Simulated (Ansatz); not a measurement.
# Elastic constants of CuCl: input and output

Computed with Ansatz, DFT r2SCAN+D3(BJ), scalar-relativistic, plane waves, PAW.

Launched with:
```bash
ansatz run input.yaml --threads 1 --pin off --max-ram 2560MiB --backend cpu --events-out ev --progress --plain --runs-dir out
```

Input (bare energies are in eV):
```yaml
crystal:
  lattice:
    - [0.0, 2.6572, 2.6572]
    - [2.6572, 0.0, 2.6572]
    - [2.6572, 2.6572, 0.0]
  atoms:
    - { symbol: Cu, position: [0.0, 0.0, 0.0] }
    - { symbol: Cl, position: [0.25, 0.25, 0.25] }
basis:
  ecutwfc: 500
kpoints:
  mp_grid: { grid: [10, 10, 10] }
hamiltonian:
  xc: r2scan
  dispersion: d3bj
scf:
  occupations: { method: fixed }
output:
  forces: true
  stress: true
  eigenvalues: true
  polarization: {}
elastic:
  mode: relaxed_ion
  stencil: two_point
```

From the output:
```
--- Elastic constants: 2 strain directions × 2 members + reference (group order 24) ---
  dense FFT box of the reference and of every strained cell: 30×30×30
  strains applied: 11, 23; error gains: componentwise 1.00 (the most a stress slope's error grows in a printed constant), spectral 1.73 (1 for all six strains in a standard setting)
  pairwise dispersion correction: d3bj (s6 = 1.0, s8 = 0.78981345, a1 = 0.49484001, a2_bohr = 5.73083694), with the weights of each atom's references fixed at the reference crystal's, and the forces and stress that the weights' published ...
  C = ∂σ_k/∂η_j (tension-positive GPa; Voigt order 11 22 33 23 13 12):
        67.944     58.609     58.609      0.000     -0.000     -0.000
        58.609     67.944     58.609      0.000      0.000     -0.000
        58.609     58.609     67.944      0.000     -0.000      0.000
         0.000     -0.000     -0.000     11.628      0.000     -0.000
         0.000      0.000     -0.000     -0.000     11.628      0.000
         0.000     -0.000     -0.000      0.000      0.000     11.628
  reference stress σ⁰ (GPa):     -0.247     -0.247     -0.247     -0.000      0.000     -0.000
  C* (energy form; C + prestress term) asymmetry max|C*_kj − C*_jk| = 1.421e-14 GPa — a small one proves nothing (zero by symmetry where the batch's group is 432, −43m or m−3m); a large one is finite-difference/SCF noise where every solve ...
  moduli (Voigt/Reuss/Hill, GPa): K = 61.72/61.72/61.72   G = 8.84/7.28/8.06   E = 23.18   ν = 0.437
  mechanically stable: yes (min eigenvalue of sym C = 9.34 GPa)
  e, the proper piezoelectric tensor (elastic.mode: relaxed_ion; C/m²; rows x y z; Voigt order 11 22 33 23 13 12):
      -0.00000    0.00000    0.00000    0.46882    0.00000    0.00000
       0.00000    0.00000    0.00000   -0.00000    0.46882    0.00000
      -0.00000    0.00000    0.00000    0.00000    0.00000    0.46882
  ±, each entry's uncertainty from the finite density of the strings (C/m²), an estimate: the size of the correction for it that the entry includes:
       0.00000    0.00000    0.00000    0.00199    0.00000    0.00000
       0.00000    0.00000    0.00000    0.00000    0.00199    0.00000
       0.00000    0.00000    0.00000    0.00000    0.00000    0.00199
  the group's symmetry takes up to 2.2e-8 C/m² out of the measured responses: error of the strings' finite density and of the mesh across them, as far as it breaks the symmetry (raise kpoints.mp_grid and any string_points); the largest step ...
  strain η (Voigt 11):  stress-route row diagonal C_11 = 67.94 GPa, energy-path curvature d²(F+E_count+ΔE)/dδ²/Ω₀ = 68.06 GPa
         δ    σ_11 (GPa) F (eV) n_scf n_hpsi n_pw
    -2.000e-3      -0.3837       -7716.1410797      10   41062    963   relax 0 steps, max|allowed force component| 0.00e0 eV/Å
     2.000e-3      -0.1120       -7716.1413121      10   41182    966   relax 0 steps, max|allowed force component| 1.39e-17 eV/Å
  strain η (Voigt 23):  stress-route row diagonal C_44 = 11.63 GPa, energy-path curvature d²(F+E_count+ΔE)/dδ²/Ω₀ = 11.81 GPa
         δ    σ_23 (GPa) F (eV) n_scf n_hpsi n_pw
    -2.000e-3      -0.0233       -7716.1412236       2   25472    966   relax 4 steps, max|allowed force component| 1.47e-7 eV/Å
     2.000e-3       0.0233       -7716.1412236       2   25442    966   relax 4 steps, max|allowed force component| 1.47e-7 eV/Å
--- Formal polarisation (Berry phase): one branch of a lattice of values; only differences between neighbouring runs are physical ---
  axis mesh electronic ionic p = total spread (rad) least overlap resolved gap  δp at fixed H ≤   (phases in cycles; p mod 1; gap in eV; gap and δp judge the states as solved, not the mesh's step, its ...
  b1    10×10×10       -0.00000000     1.75000000     1.75000000      0.119757         0.9364        1.0239           4.4e-6
  b2    10×10×10        0.00000000     1.75000000     1.75000000      0.119757         0.9364        1.0239           4.4e-6
  b3    10×10×10        0.00000000     1.75000000     1.75000000      0.119757         0.9364        1.0239           4.4e-6
  quantum along a1:   0.10014667 e/Å² =   160.452655 µC/cm²
  quantum along a2:   0.10014667 e/Å² =   160.452655 µC/cm²
  quantum along a3:   0.10014667 e/Å² =   160.452655 µC/cm²
  P = (  0.24785036,   0.24785036,   0.24785036) e/Å² = (  397.100062,   397.100062,   397.100062) µC/cm²  (mod the quanta)
```

Time: 9 min on 1 thread of Arm Neoverse N1, on a shared host, peak memory 0.8 GiB.

The cell is the ideal cubic zincblende prototype.